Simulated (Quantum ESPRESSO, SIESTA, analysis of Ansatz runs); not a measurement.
## Where B_i (6-fold void) puts its levels in BP (F-43m) (SIESTA)

Question: at which Fermi levels does B_i (6-fold void) in BP (F-43m) change its charge? Model: a cell of 54 host atoms with 1 B put in.

Method: SIESTA numerical-orbital DFT, PBEsol, DZP basis, PseudoDojo 0.4.1 potentials converted to PSML; charged supercells in a uniform background, point-charge correction with alignment at far sites; the defect is named by its starting site, which the atom put in leaves on relaxing, at some charges or all, in SIESTA 5.4.2.

### Step 1. The structure

The cell holds 55 atoms: 28 B and 27 P. Its edges and angles: a = 9.661 Å, b = 9.661 Å, c = 9.661 Å, α = 60.0°, β = 60.0°, γ = 60.0°. It derives from BP (space group F-43m). Nearest the centre at fractional (0.792, 0.125, 0.292): B55 at 0.00 Å, B3 at 1.89 Å, B45 at 1.89 Å, P50 at 1.89 Å, P20 at 1.89 Å, P38 at 1.89 Å, B39 at 1.89 Å, B41 at 2.96 Å.

Coordinates:

```xyz
55
Lattice="0.0000 6.8314 6.8314 6.8314 0.0000 6.8314 6.8314 6.8314 0.0000" Properties=species:S:1:pos:R:3 pbc="T T T"
B     0.0000    0.0000    0.0000
P     3.4157    3.4157    3.4157
B     2.2771    2.2771    0.0000
P     5.6928    5.6928    3.4157
B     4.5542    4.5542    0.0000
P     7.9699    7.9699    3.4157
B     2.2771    0.0000    2.2771
P     5.6928    3.4157    5.6928
B     4.5542    2.2771    2.2771
P     7.9699    5.6928    5.6928
B     6.8313    4.5542    2.2771
P    10.2470    7.9699    5.6928
B     4.5542    0.0000    4.5542
P     7.9699    3.4157    7.9699
B     6.8313    2.2771    4.5542
P    10.2470    5.6928    7.9699
B     9.1085    4.5542    4.5542
P    12.5242    7.9699    7.9699
B     0.0000    2.2771    2.2771
P     3.4157    5.6928    5.6928
B     2.2771    4.5542    2.2771
P     5.6928    7.9699    5.6928
B     4.5542    6.8313    2.2771
P     7.9699   10.2470    5.6928
B     2.2771    2.2771    4.5542
P     5.6928    5.6928    7.9699
B     4.5542    4.5542    4.5542
P     7.9699    7.9699    7.9699
B     6.8313    6.8313    4.5542
P    10.2470   10.2470    7.9699
B     4.5542    2.2771    6.8313
P     7.9699    5.6928   10.2470
B     6.8313    4.5542    6.8313
P    10.2470    7.9699   10.2470
B     9.1084    6.8313    6.8313
P    12.5242   10.2470   10.2470
B     0.0000    4.5542    4.5542
P     3.4157    7.9699    7.9699
B     2.2771    6.8313    4.5542
P     5.6928   10.2470    7.9699
B     4.5542    9.1085    4.5542
P     7.9699   12.5242    7.9699
B     2.2771    4.5542    6.8313
P     5.6928    7.9699   10.2470
B     4.5542    6.8313    6.8313
P     7.9699   10.2470   10.2470
B     6.8313    9.1084    6.8313
P    10.2470   12.5242   10.2470
B     4.5542    4.5542    9.1085
P     7.9699    7.9699   12.5242
B     6.8313    6.8313    9.1084
P    10.2470   10.2470   12.5242
B     9.1084    9.1084    9.1084
P    12.5242   12.5242   12.5242
B     2.8464    7.4006    6.2621
```

Screening for the image-charge correction: ε∞ = 9.44, ε0 = 9.57, from a response run on this crystal (DFPT, PBEsol, Quantum ESPRESSO) at that run's own cell.

The cell's shortest repeat is 9.7 Å.

The primitive cell was relaxed at this level beforehand, to 23.61 Å³.

The defect-free supercell was relaxed beforehand, from displaced atoms: they ended at most 0.01 Å from the sites they started about, so the symmetric structure holds.

### Step 2. Band edges

Levels are counted from the valence top, which comes from the unit cell, dense mesh; the energy of the host comes from the defect-free supercell at the defects' own k-points, so that the host's part of the sampling error cancels.

Contents of host.fdf:

```
SystemName                      BP
SystemLabel                     host
NumberOfSpecies                 2
NumberOfAtoms                   2
%block ChemicalSpeciesLabel
  1    5 B
  2   15 P
%endblock ChemicalSpeciesLabel
LatticeConstant                 1.0 Ang
%block LatticeVectors
    -0.000003000     2.277117000     2.277117000
     2.277117000    -0.000003000     2.277117000
     2.277117000     2.277117000    -0.000003000
%endblock LatticeVectors
AtomicCoordinatesFormat         Fractional
%block AtomicCoordinatesAndAtomicSpecies
    -0.000003733    -0.000003733    -0.000003733  1
     0.750003678     0.750003678     0.750003678  2
%endblock AtomicCoordinatesAndAtomicSpecies
%block kgrid.MonkhorstPack
   12   0   0  0.00
    0  12   0  0.00
    0   0  12  0.00
%endblock kgrid.MonkhorstPack
XC.Functional                   GGA
XC.Authors                      PBEsol
PAO.BasisSize                   DZP
PAO.EnergyShift                 0.005 Ry
Mesh.Cutoff                     300 Ry
OccupationFunction              FD
ElectronicTemperature           0.01 eV
MaxSCFIterations                150
SCF.MustConverge                true
SCF.Mixer.Method                Pulay
SCF.Mixer.Weight                0.2
SCF.Mixer.History               10
SCF.DM.Tolerance                1.0e-4
SCF.H.Tolerance                 1.0e-3 eV
WriteForces                     true
Charge.Mulliken                 end
```

Launch:

```console
$ OMP_NUM_THREADS=1 siesta host.fdf > host.out
```

The log of the run:

```text
Version         : 5.4.2

                           ***********************
                           *  WELCOME TO SIESTA  *
                           ***********************

[...]
reinit: Reading from file host.fdf

reinit: -----------------------------------------------------------------------
reinit: System Name: BP
reinit: -----------------------------------------------------------------------
reinit: System Label: host
reinit: -----------------------------------------------------------------------

initatom: Reading input for the pseudopotentials and atomic orbitals ----------
Species number:   1 Atomic number:    5 Label: B
Species number:   2 Atomic number:   15 Label: P

[... pseudopotential checks and orbital generation ...]

prinput: Basis input

PAO.BasisType split

%block ChemicalSpeciesLabel
    1    5 B                       # Species index, atomic number, species label
    2   15 P                       # Species index, atomic number, species label
%endblock ChemicalSpeciesLabel

%block PAO.Basis                 # Define Basis set
# WARNING: This information might be incomplete!
[...]
(Free)E + p*V (eV/cell)     -268.8399
Target enthalpy (eV/cell)     -268.8331
[...]
siesta: Final energy (eV):
siesta:  Band Struct. =     -95.648576
siesta:       Kinetic =     123.568275
siesta:       Hartree =      16.654660
siesta:         Exch. =     -78.793636
siesta:         Corr. =     -10.728831
siesta:   Exch.-corr. =     -89.522468
siesta:  Ion-electron =    -151.401772
siesta:       Ion-ion =    -168.131831
siesta:         Total =    -268.833135
siesta:         Fermi =      -4.924779
[...]
siesta: Stress tensor (static) (eV/Ang**3):
siesta:     0.000284   -0.000013   -0.000013
siesta:    -0.000013    0.000284   -0.000013
siesta:    -0.000013   -0.000013    0.000284
[...]
siesta: Cell volume =         23.614942 Ang**3
[...]
siesta: Pressure (static):
siesta:                Solid            Molecule  Units
siesta:          -0.00000310         -0.00000195  Ry/Bohr**3
siesta:          -0.00028447         -0.00017932  eV/Ang**3
siesta:          -0.45577181         -0.28729665  kBar
[...]
mulliken: Qtot =        8.000

Mulliken Atomic Populations:
Atom #   charge [q] valence [e]  Species
     1    -0.480469    3.480469  B
     2     0.480469    4.519531  P
 Total     0.000000

Job completed
```

Wall time 26 s (1 MPI rank of Arm Neoverse V1, shared host); peak memory 0.19 GiB.

The gap at this level is 1.15 eV.

Test of the sampling: at one point at (¼, ¼, ¼) the host's energy lies 152 meV an atom above its value on the primitive cell's dense mesh, too far, so all defect runs take a 2×2×2 mesh.

(Part 1 of 3 ends here.)

[Logs are printed without paths, hosts, clocks, repeated set-up lines and the standing remarks that a program may print on its own settings, such as how far it seeks lower states.]

[Hosts, paths, dates, database ids (printed as entryN), source tags and the programs' standing remarks are cut or masked in the printed files.]

[For some hosts the program warned that the k-mesh of the response run may be too coarse for force constants and the static dielectric constant; such warnings are not shown here.]

[Charge tables in the logs are Mulliken or Hirshfeld populations, whose sizes and signs can differ; where basis functions stand at a vacancy, SIESTA counts their charge against the missing atom's valence.]

[In relaxation paths of CP2K, step 0 can be the structure after the first move, since the trajectory file begins there, and the last row can be the final structure solved once more.]
